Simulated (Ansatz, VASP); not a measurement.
**MgS: VASP beside Ansatz**

INCAR

```
SYSTEM = MgS
PREC     = Accurate       ! precision mode
ENCUT    = 600            ! plane-wave cutoff, eV
EDIFF    = 1E-7           ! SCF threshold, eV
ISMEAR   = 0              ! smearing method
SIGMA    = 0.02           ! smearing width, eV
LREAL    = .False.        ! projectors in reciprocal space
LASPH    = .True.         ! aspherical terms in the spheres
NELM     = 100            ! most SCF steps
ALGO     = Normal         ! electronic algorithm
ISIF     = 3              ! what is computed and relaxed
LWAVE    = .False.        ! write WAVECAR
LCHARG   = .False.        ! write CHGCAR
GGA      = PE             ! functional
IBRION   = 2              ! ionic algorithm
NSW      = 100            ! ionic steps
EDIFFG   = -0.005         ! ionic threshold
```

KPOINTS

```
regular mesh
0
Gamma
  8 8 8
  0 0 0
```

POSCAR

```
MgS
1.0
    0.0000000000      2.8331200468      2.8331200468
    2.8331200468      0.0000000000      2.8331200468
    2.8331200468      2.8331200468      0.0000000000
Mg S
1 1
Direct
    0.0000000000      0.0000000000      0.0000000000
    0.7500000000      0.7500000000      0.7500000000
```

Input for Ansatz:

```yaml
crystal:
  lattice:
    - [0.0, 2.8331200468, 2.8331200468]
    - [2.8331200468, 0.0, 2.8331200468]
    - [2.8331200468, 2.8331200468, 0.0]
  atoms:
    - { symbol: Mg, position: [0.0, 0.0, 0.0] }
    - { symbol: S, position: [0.75, 0.75, 0.75] }
basis:
  ecutwfc: 420
kpoints:
  mp_grid: { grid: [8, 8, 8] }
hamiltonian:
  xc: pbe
scf:
  occupations: { method: gaussian, width: 0.02 }
output:
  forces: true
  stress: true
  eigenvalues: true
relax:
  adjacent_minimum: "off"
  f_tol: 0.005
  max_steps: 80
  cell: { stress_tol: 0.05 }
```

The cell comes from a database or a generator and needn't be the stable form of this composition.

Alike in both runs: task relaxation of cell and atoms; functional PBE; k mesh 8 × 8 × 8; occupations gaussian, width 0.02 eV; no spin polarisation.

|  | VASP | Ansatz |
| --- | --- | --- |
| version | VASP 6.6.1 | Ansatz 0.2.0 |
| potentials or method | VASP PAW PBE potentials, release 64 (Mg, S) | scalar-relativistic, plane waves, PAW |
| plane-wave cutoff (eV) | 600 | 420 |
| valence electrons in the cell | 8 | 16 |

```tsv
	VASP	Ansatz	Ansatz less VASP
gap on the k mesh at the Fermi level, each at its own relaxed structure (eV)	3.38	3.37	-0.003
relaxed volume (Å³/atom)	23.06	23.12	+0.053
relaxed cell length with the largest relative difference (Å)	4.025	4.029	+0.0031
energy change over the relaxation (meV/atom)	-1	-1	-0.3
```

The two sets of potentials don't hold the same shells in valence.

A hybrid or GW would open this gap; PBE tends to underestimate it.
